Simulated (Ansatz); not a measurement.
Ag: strain energy, fitted

Ag, P6_3/mmc, a = 2.934 Å, c = 9.583 Å. This isn't the element's structure at ambient conditions. Ansatz: PBE, PAW, 420 eV, Γ-centred 24×24×6 mesh on 4 atoms, Gaussian smearing 0.10 eV; no spin polarisation. Series: shear of c along a, cell held, atoms relaxed; x is the strain in per cent (engineering shear). y is the free energy over the unstrained cell, V0 = 17.863 Å³/atom. Symmetry makes y even in x.

```tsv
x (%)	y (meV/atom)
0.0	0.00
1.0	0.14
2.0	0.54
3.0	1.22
4.0	?
6.0	4.63
```

Q: Fit y = c2 x² + c4 x⁴ to the other rows, turn c2 into a modulus, and predict the missing energy.

A: Least squares on the rows shown. y = 0.1375 x² − 0.0002459 x⁴. In eV per unit strain² c2 is 1.375; this is the shear stiffness (E = ½ C V0 γ²): 2 × 1.375 × 160.2 / (17.863) = 25 GPa. At x = 4.0 the fit asked for gives 2.14 meV/atom. The run gave 2.12 meV/atom, so the fit is 0.02 meV/atom too high, a small miss on the scale of the series.

Cost: 6 runs of about 13 core-minutes in all, on Intel Xeon Platinum 8488C (Sapphire Rapids) (shared hosts).